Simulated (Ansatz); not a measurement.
## MoP: Boltzmann equation against the high-temperature formula — Ansatz, plane waves and PAW

Space group P-6m2 (No. 187), 2 atoms in the cell of the first input below: a = 3.241 Å, b = 3.241 Å, c = 3.195 Å, α = 90.00°, β = 90.00°, γ = 120.00°.

The structure is a measured one, not always of the ambient phase, relaxed without spin–orbit coupling to zero pressure (pressure 0.0 GPa with this functional, without spin–orbit coupling). Functional: PBE.

Input:

```yaml
crystal:
  lattice:
    - [3.2408305879, 0.0, 0.0]
    - [-1.620415294, 2.8066416185, 0.0]
    - [0.0, 0.0, 3.1946614171]
  atoms:
    - { symbol: Mo, position: [0.0, 0.0, 0.0] }
    - { symbol: P, position: [0.3333333333, 0.6666666667, 0.5] }
basis:
  ecutwfc: 420
  ecutrho_ratio: 4
kpoints:
  mp_grid: { grid: [12, 12, 10] }
hamiltonian:
  xc: pbe
scf:
  occupations: { method: methfessel_paxton, width: 0.2 }
output: {}
phonons:
  supercell: [2, 2, 2]
  qpath:
    path:
      - [[0.0, 0.0, 0.0], [0.5, 0.0, 0.0], [0.33333333, 0.33333333, 0.0], [0.0, 0.0, 0.0], [0.0, 0.0, 0.5], [0.5, 0.0, 0.5], [0.33333333, 0.33333333, 0.5], [0.0, 0.0, 0.5]]
      - [[0.5, 0.0, 0.5], [0.5, 0.0, 0.0]]
      - [[0.33333333, 0.33333333, 0.5], [0.33333333, 0.33333333, 0.0]]
    npoints: 6
  electrical_resistivity: { mesh: [24, 24, 20], temperatures: [50, 100, 200, 300, 500] }
  superconductivity: { mesh: [24, 24, 20], eliashberg_equations: false }
```

```bash
ansatz run input.yaml --threads 8 --pin off --max-ram 15360MiB --backend cpu --events-out ev --progress --plain --runs-dir out
```

Time: 52 s on 8 threads of Intel(R) Xeon(R) Platinum 8488C (Sapphire Rapids), with other jobs on the host, peak memory 2.3 GiB.

λ_tr,xx from the finest mesh down: 0.318, 0.319, 0.290. The next coarser mesh moves the resistivity at 300 K by 3 % along the axis that moves most.

The run gives λ_tr,xx = 0.318 and a Drude plasma energy ħω_p,xx = 5.08 eV.

**Question.** Estimate the resistivity along x at 300 K from the high-temperature formula.

**Answer.** ħ/τ = 2π λ_tr k_B T = 0.0517 eV and ρ = 1/(ε0 ω_p² τ) = 14.90 μΩ cm. The Boltzmann solution gives 12.94 μΩ cm, so the estimate is 15 % high.

```json
{"T (K)": "50", "ρ_xx (μΩ cm)": "0.18", "ρ_zz (μΩ cm)": "0.13", "formula, xx": "2.48", "R_H, field along x (10⁻¹¹ m³/C)": "5.24*", "R_H, field along z (10⁻¹¹ m³/C)": "-50.4"}
{"T (K)": "100", "ρ_xx (μΩ cm)": "1.90", "ρ_zz (μΩ cm)": "1.20", "formula, xx": "4.97", "R_H, field along x (10⁻¹¹ m³/C)": "6.08", "R_H, field along z (10⁻¹¹ m³/C)": "-61.1"}
{"T (K)": "200", "ρ_xx (μΩ cm)": "7.42", "ρ_zz (μΩ cm)": "5.00", "formula, xx": "9.93", "R_H, field along x (10⁻¹¹ m³/C)": "9.71", "R_H, field along z (10⁻¹¹ m³/C)": "-42.2"}
{"T (K)": "300", "ρ_xx (μΩ cm)": "12.94", "ρ_zz (μΩ cm)": "9.03", "formula, xx": "14.90", "R_H, field along x (10⁻¹¹ m³/C)": "10.1", "R_H, field along z (10⁻¹¹ m³/C)": "-37.7"}
{"T (K)": "500", "ρ_xx (μΩ cm)": "23.34", "ρ_zz (μΩ cm)": "16.69", "formula, xx": "24.83", "R_H, field along x (10⁻¹¹ m³/C)": "9.94", "R_H, field along z (10⁻¹¹ m³/C)": "-36.2"}
```

A star marks Hall coefficients that aren't converged: the next coarser mesh moves them by over a fifth (field along x at 50 K: 5.24 against 2.02). The sign of R_H depends on the direction of the field, so it shows no single kind of carrier. At 300 K the next coarser mesh moves R_H by up to 4 %.

At 50 K the solution is 0.073 times the linear formula, and at 500 K 0.94 times. The formula is meant for temperatures above the phonon energies and for bands that vary little within k_B T.

Caveats: not converged in the fine mesh; small supercell, couplings not converged in it.
